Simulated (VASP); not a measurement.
# Si (Fd-3m) in VASP: band structure with PBE

Aim: the band structure of Si with PBE.

Everything below comes from runs of VASP 6.6.1. Logs are shortened: lines on timing, memory, paths and dates and some standing lists are left out, and cuts for length are marked.

### Step 1. The structure

Symmetry: Fd-3m, No. 227, cubic system. The conventional cell has a = 5.468 Å, b = 5.468 Å, c = 5.468 Å, α = 90.00°, β = 90.00°, γ = 90.00°. Around Si (site symmetry -43m) lie 4 Si at 2.37 Å.

### Step 2. Band structure, PBE

Input file INCAR:

```
SYSTEM = Si
PREC = Accurate
ENCUT = 520
EDIFF = 1E-7
ISMEAR = 0
SIGMA = 0.02
LREAL = .False.
LASPH = .True.
NELM = 80
ALGO = Normal
ISIF = 2
LWAVE = .False.
LCHARG = .False.
GGA = PE
AMIX = 0.2
```

Input file KPOINTS:

```
Automatic mesh
0
Gamma
  10 10 10
  0 0 0
```

Input file POSCAR:

```
Si                                      
1.0
    0.0000000000      2.7342400636      2.7342400636
    2.7342400636      0.0000000000      2.7342400636
    2.7342400636      2.7342400636      0.0000000000
  Si            
     2
Direct
     0.7500000000000000    0.7500000000000000    0.7500000000000000
     0.5000000000000000    0.5000000000000000    0.5000000000000000
```

Input file KPOINTS_OPT:

```
path GXWKGLUWLK,UX
15
line-mode
reciprocal
 0.0000000000  0.0000000000  0.0000000000  G
 0.5000000000  0.0000000000  0.5000000000  X

 0.5000000000  0.0000000000  0.5000000000  X
 0.5000000000  0.2500000000  0.7500000000  W

 0.5000000000  0.2500000000  0.7500000000  W
 0.3750000000  0.3750000000  0.7500000000  K

 0.3750000000  0.3750000000  0.7500000000  K
 0.0000000000  0.0000000000  0.0000000000  G

 0.0000000000  0.0000000000  0.0000000000  G
 0.5000000000  0.5000000000  0.5000000000  L

 0.5000000000  0.5000000000  0.5000000000  L
 0.6250000000  0.2500000000  0.6250000000  U

 0.6250000000  0.2500000000  0.6250000000  U
 0.5000000000  0.2500000000  0.7500000000  W

 0.5000000000  0.2500000000  0.7500000000  W
 0.5000000000  0.5000000000  0.5000000000  L

 0.5000000000  0.5000000000  0.5000000000  L
 0.3750000000  0.3750000000  0.7500000000  K

 0.6250000000  0.2500000000  0.6250000000  U
 0.5000000000  0.0000000000  0.5000000000  X
```

Potentials or basis: VASP PAW PBE potentials, release 64 (Si).

On the command line:

```console
> cat potpaw_PBE.64/Si/POTCAR > POTCAR
> mpirun -np 1 vasp_std > vasp.out
```

OUTCAR:

```text
SYSTEM = Si
   PREC = Accurate
   ENCUT = 520
   EDIFF = 1E-7
   ISMEAR = 0
   LREAL = .False.
   LASPH = .True.
   NELM = 80
   ISIF = 2
   GGA = PE
   AMIX = 0.2

 ion  position               nearest neighbor table
   1  0.750  0.750  0.750-   2 2.37   2 2.37   2 2.37   2 2.37
   2  0.500  0.500  0.500-   1 2.37   1 2.37   1 2.37   1 2.37

  LATTYP: Found a face centered cubic cell.
 ALAT       =     5.4684801272

  Lattice vectors:

 A1 = (   0.0000000000,   2.7342400636,   2.7342400636)
 A2 = (   2.7342400636,   0.0000000000,   2.7342400636)
 A3 = (   2.7342400636,   2.7342400636,   0.0000000000)

Analysis of symmetry for initial positions (statically):
=====================================================================
 Subroutine PRICEL returns:
 Original cell was already a primitive cell.

 Routine SETGRP: Setting up the symmetry group for a
 face centered cubic supercell.

 Subroutine GETGRP returns: Found 48 space group operations
 (whereof 24 operations were pure point group operations)
 out of a pool of 48 trial point group operations.

The static configuration has the point symmetry T_d .
 The point group associated with its full space group is O_h .

Analysis of symmetry for dynamics (positions and initial velocities):
=====================================================================
 Subroutine PRICEL returns:
 Original cell was already a primitive cell.

 Routine SETGRP: Setting up the symmetry group for a
 face centered cubic supercell.

 Subroutine GETGRP returns: Found 48 space group operations
 (whereof 24 operations were pure point group operations)
 out of a pool of 48 trial point group operations.

The dynamic configuration has the point symmetry T_d .
 The point group associated with its full space group is O_h .

 Subroutine INISYM returns: Found 48 space group operations
 (whereof 24 operations are pure point group operations),
 and found     1 'primitive' translations

----------------------------------------------------------------------------------------

                                     Primitive cell

  volume of cell :      40.8827

  direct lattice vectors                    reciprocal lattice vectors
     0.000000000  2.734240064  2.734240064    -0.182866167  0.182866167  0.182866167
     2.734240064  0.000000000  2.734240064     0.182866167 -0.182866167  0.182866167
     2.734240064  2.734240064  0.000000000     0.182866167  0.182866167 -0.182866167

  length of vectors
     3.866799381  3.866799381  3.866799381     0.316733492  0.316733492  0.316733492

  position of ions in fractional coordinates (direct lattice)
     0.750000000  0.750000000  0.750000000
     0.500000000  0.500000000  0.500000000

  ion indices of the primitive-cell ions
   primitive index   ion index
                 1           1
                 2           2

----------------------------------------------------------------------------------------

 KPOINTS: Automatic mesh

Automatic generation of k-mesh.
 Grid dimensions read from file:
 generate k-points for:   10   10   10

 Generating k-lattice:

  Cartesian coordinates                     Fractional coordinates (reciprocal lattice)
    -0.018286617  0.018286617  0.018286617     0.100000000  0.000000000  0.000000000
     0.018286617 -0.018286617  0.018286617     0.000000000  0.100000000  0.000000000
     0.018286617  0.018286617 -0.018286617     0.000000000  0.000000000  0.100000000

  Length of vectors
     0.031673349  0.031673349  0.031673349

  Shift w.r.t. Gamma in fractional coordinates (k-lattice)
     0.000000000  0.000000000  0.000000000

 Subroutine IBZKPT returns following result:
 ===========================================

 Found     47 irreducible k-points:

 Following reciprocal coordinates:
            Coordinates               Weight
  0.000000  0.000000  0.000000      1.000000
  0.100000  0.000000  0.000000      8.000000
  0.200000  0.000000  0.000000      8.000000
  0.300000  0.000000  0.000000      8.000000
  0.400000  0.000000  0.000000      8.000000
  0.500000  0.000000  0.000000      4.000000
[... 16 lines left out ...]
  0.300000  0.300000  0.000000      6.000000
  0.400000  0.300000  0.000000     24.000000
 [... further k-points ...]
   k-points           NKPTS =     47   k-points in BZ     NKDIM =     47   number of bands    NBANDS=      8
   number of dos      NEDOS =    301   number of ions     NIONS =      2
   total plane-waves  NPLWV =  27000
   dimension x,y,z NGX =    30 NGY =   30 NGZ =   30
   dimension x,y,z NGXF=    60 NGYF=   60 NGZF=   60
   ions per type =               2
   NGX,Y,Z   is equivalent  to a cutoff of  12.90, 12.90, 12.90 a.u.
   NGXF,Y,Z  is equivalent  to a cutoff of  25.80, 25.80, 25.80 a.u.
 SYSTEM =  Si
   PREC   = accura    normal or accurate (medium, high low for compatibility)
   ISTART =      0    job   : 0-new  1-cont  2-samecut
   ICHARG =      2    charge: 1-file 2-atom 10-const
   ISPIN  =      1    spin polarized calculation?
   LNONCOLLINEAR =      F non collinear calculations
   LSORBIT =      F    spin-orbit coupling
   LASPH  =      T    aspherical Exc in radial PAW
   ENCUT  =  520.0 eV  38.22 Ry    6.18 a.u.   7.19  7.19  7.19*2*pi/ulx,y,z
   NELM   =     80;   NELMIN=  2; NELMDL= -5     # of ELM steps
   EDIFF  = 0.1E-06   stopping-criterion for ELM
   LREAL  =      F    real-space projection
   EDIFFG = 0.1E-05   stopping-criterion for IOM
   NSW    =      0    number of steps for IOM
   IBRION =     -1    ionic relax: 0-MD 1-quasi-New 2-CG
   NFREE  =      0    steps in history (QN), initial steepest desc. (CG)
   ISIF   =      2    stress and relaxation
   ISYM   =      2    0-nonsym 1-usesym 2-fastsym
   POTIM  = 0.5000    time-step for ionic-motion
   TEBEG  =    0.0;   TEEND  =   0.0 temperature during run
   PSTRESS=    0.0 pullay stress
   NELECT =       8.0000    total number of electrons
   NUPDOWN=      -1.0000    fix difference up-down
   EMIN   =  10.00;   EMAX   =-10.00  energy-range for DOS
   EFERMI =   0.00;   METHOD = LEGACY
   ISMEAR =     0;   SIGMA  =   0.02  broadening in eV -4-tet -1-fermi 0-gaus
   EFERMI_NEDOS =   21; number of points for ismear=-14 and -15
   IALGO  =     38    algorithm
   IMIX   =      4    mixing-type and parameters
     AMIX     =   0.20;   BMIX     =  1.00
     AMIX_MAG =   0.80;   BMIX_MAG =  1.00
  volume/ion in A,a.u.               =      20.44       137.95
  Fermi-wavevector in a.u.,A,eV,Ry     =   0.950440  1.796072 12.290643  0.903337
  Thomas-Fermi vector in A             =   2.078817
   LORBIT       =      0    0 simple, 1 ext, 2 COOP (PROOUT), +10 PAW based schemes
   GGA     = PE    functional components
   LHFCALC =     F    Hartree Fock is set to
   AEXX    =    0.0000 exact exchange contribution
   IVDW    =     0    specifies the selected vdW correction
   LEPSILON=     F    determine dielectric tensor
   LRPA    =     F    only Hartree local field effects (RPA)
 non-spin polarized calculation
 Gauss-broadening in eV      SIGMA  =   0.02
  energy-cutoff  :      520.00
  volume of cell :       40.88
 maximum number of plane-waves:      1114
 NGX is ok and might be reduce to    30
   NGX = 15   NGY = 15   NGZ = 15

 number of electron       8.0000001 magnetization

 Free energy of the ion-electron system (eV)
  ---------------------------------------------------
  ext. energy  EPLUGINS =         0.00000000
  ---------------------------------------------------
  free energy    TOTEN  =       -10.84920362 eV

  energy without entropy =      -10.84920362  energy(sigma->0) =      -10.84920362

 E-fermi :   5.7180     XC(G=0):  -9.3277

 val. band max:        5.6175355734   @ k =   0.0000   0.0000   0.0000
 cond. band min:       6.2352354380   @ k =   0.4000   0.4000   0.0000
 fundamental gap:      0.6176998647
 Fermi energy:         5.7180241343

 k-point     1 :       0.0000    0.0000    0.0000
  band No.  band energies     occupation
      1      -6.1980      2.00000
      2       5.6175      2.00000
      3       5.6175      2.00000
      4       5.6175      2.00000
      5       8.1745      0.00000
      6       8.1745      0.00000
      7       8.1745      0.00000
      8       8.7530      0.00000

 k-point     2 :       0.1000    0.0000    0.0000
  band No.  band energies     occupation
      1      -6.0695      2.00000
      2       4.4755      2.00000
      3       5.4237      2.00000
      4       5.4237      2.00000
      5       8.1407      0.00000
      6       8.4603      0.00000
      7       8.4603      0.00000
      8       9.7227      0.00000

 k-point     3 :       0.2000    0.0000    0.0000
  band No.  band energies     occupation
      1      -5.6900      2.00000
      2       2.6355      2.00000
      3       5.0499      2.00000
      4       5.0499      2.00000
      5       7.7706      0.00000
      6       8.9622      0.00000
      7       8.9622      0.00000
      8      11.4973      0.00000

 k-point     4 :       0.3000    0.0000    0.0000
  band No.  band energies     occupation
      1      -5.0866      2.00000
      2       0.8773      2.00000
      3       4.7198      2.00000
      4       4.7198      2.00000
      5       7.4070      0.00000
      6       9.1427      0.00000
      7       9.1427      0.00000
      8      13.1190      0.00000

 k-point     5 :       0.4000    0.0000    0.0000
  band No.  band energies     occupation
      1      -4.3567      2.00000
      2      -0.5711      2.00000
      3       4.5099      2.00000
      4       4.5099      2.00000
      5       7.1671      0.00000
      6       9.0382      0.00000
      7       9.0382      0.00000
      8      13.4231      0.00000
[... 177 lines left out ...]
 k-point    22 :      -0.2000    0.2000    0.0000
  band No.  band energies     occupation
      1      -4.8743      2.00000
      2       1.1709      2.00000
      3       2.6839      2.00000
      4       4.7865      2.00000
      5       8.4688      0.00000
      6       9.5833      0.00000
      7       9.8874      0.00000
      8      11.2751      0.00000

 k-point    23 :       0.3000    0.3000    0.0000
  band No.  band energies     occupation
      1      -4.6765      2.00000
      2       1.2134      2.00000
      3       3.4351      2.00000
      4       3.4351      2.00000
      5       6.5069      0.00000
      6       8.0538      0.00000
      7      12.1893      0.00000
      8      12.1893      0.00000

 k-point    24 :       0.4000    0.3000    0.0000
  band No.  band energies     occupation
      1      -4.0752      2.00000
      2       0.2247      2.00000
      3       2.8237      2.00000
      4       3.2334      2.00000
      5       6.6943      0.00000
      6       7.8832      0.00000
      7      12.4734      0.00000
      8      12.6138      0.00000

 [... further k-points ...]

------------------------ aborting loop because EDIFF is reached ----------------------------------------

  FORCE on cell =-STRESS in cart. coord.  units (eV):
  Direction    XX          YY          ZZ          XY          YZ          ZX
  --------------------------------------------------------------------------------------
  -------------------------------------------------------------------------------------
  Total        0.0013200      0.0013200      0.0013200      0.0000000     -0.0000000     -0.0000000
  in kB        0.0517315      0.0517315      0.0517315      0.0000000     -0.0000000     -0.0000000
  external PRESSURE =       0.0517315 kB  Pullay stress =       0.0000000 kB

 VOLUME and BASIS-vectors are now :
 -----------------------------------------------------------------------------
  energy-cutoff  :      520.00
  volume of cell :       40.88
      direct lattice vectors                 reciprocal lattice vectors
     0.000000000  2.734240064  2.734240064    -0.182866167  0.182866167  0.182866167
     2.734240064  0.000000000  2.734240064     0.182866167 -0.182866167  0.182866167
     2.734240064  2.734240064  0.000000000     0.182866167  0.182866167 -0.182866167

 POSITION                                       TOTAL-FORCE (eV/Angst)
 -----------------------------------------------------------------------------------
      4.10136      4.10136      4.10136         0.000000     -0.000000     -0.000000
      2.73424      2.73424      2.73424        -0.000000      0.000000      0.000000
 -----------------------------------------------------------------------------------
    total drift:                                0.000000     -0.000000     -0.000000

  FREE ENERGIE OF THE ION-ELECTRON SYSTEM (eV)
  ---------------------------------------------------
  free  energy   TOTEN  =       -10.8492036223 eV

  energy  without entropy=      -10.8492036223  energy(sigma->0) =      -10.84920362
```

Run time: 39 s. Hardware: 1 thread of AMD EPYC 7R13 (Zen 3), shared host; peak memory 0.14 GiB.

What came out:

| Property | Result |
| --- | --- |
| Free energy | -10.8492 eV |
| Pressure | 0.0 GPa |
| Band gap on the k mesh | 0.62 eV, indirect (least direct gap 2.56 eV) |
| Band gap along the path | 0.61 eV, indirect (least direct gap 2.56 eV) |

Levels at the corners of the path, in eV from the valence-band top:
```
point  band 1  band 2  band 3  band 4  band 5  band 6  band 7  band 8
    Γ  -11.82    0.00    0.00    0.00    2.56    2.56    2.56    3.14
    X   -7.75   -7.75   -2.79   -2.79    0.75    0.75    9.94    9.94
    X   -7.75   -7.75   -2.79   -2.79    0.75    0.75    9.94    9.94
    W   -7.59   -7.59   -3.76   -3.76    4.27    4.27    4.93    4.93
    W   -7.59   -7.59   -3.76   -3.76    4.27    4.27    4.93    4.93
    K   -8.16   -7.16   -4.20   -2.38    1.23    4.11    7.38    7.93
    K   -8.16   -7.16   -4.20   -2.38    1.23    4.11    7.38    7.92
    Γ  -11.82    0.00    0.00    0.00    2.56    2.56    2.56    3.14
    Γ  -11.82    0.00    0.00    0.00    2.56    2.56    2.56    3.14
    L   -9.54   -6.87   -1.18   -1.18    1.47    3.35    3.35    7.70
    L   -9.54   -6.87   -1.18   -1.18    1.47    3.35    3.35    7.70
    U   -8.16   -7.16   -4.20   -2.38    1.23    4.11    7.38    7.92
    U   -8.16   -7.16   -4.20   -2.38    1.23    4.11    7.38    7.92
    W   -7.59   -7.59   -3.76   -3.76    4.27    4.27    4.93    4.93
    W   -7.59   -7.59   -3.76   -3.76    4.27    4.27    4.93    4.93
    L   -9.54   -6.87   -1.18   -1.18    1.47    3.35    3.35    7.70
    L   -9.54   -6.87   -1.18   -1.18    1.47    3.35    3.35    7.70
    K   -8.16   -7.16   -4.20   -2.38    1.23    4.11    7.38    7.92
    U   -8.16   -7.16   -4.20   -2.38    1.23    4.11    7.38    7.92
    X   -7.75   -7.75   -2.79   -2.79    0.75    0.75    9.94    9.94
```

As with any semilocal functional, this PBE gap is likely too small.
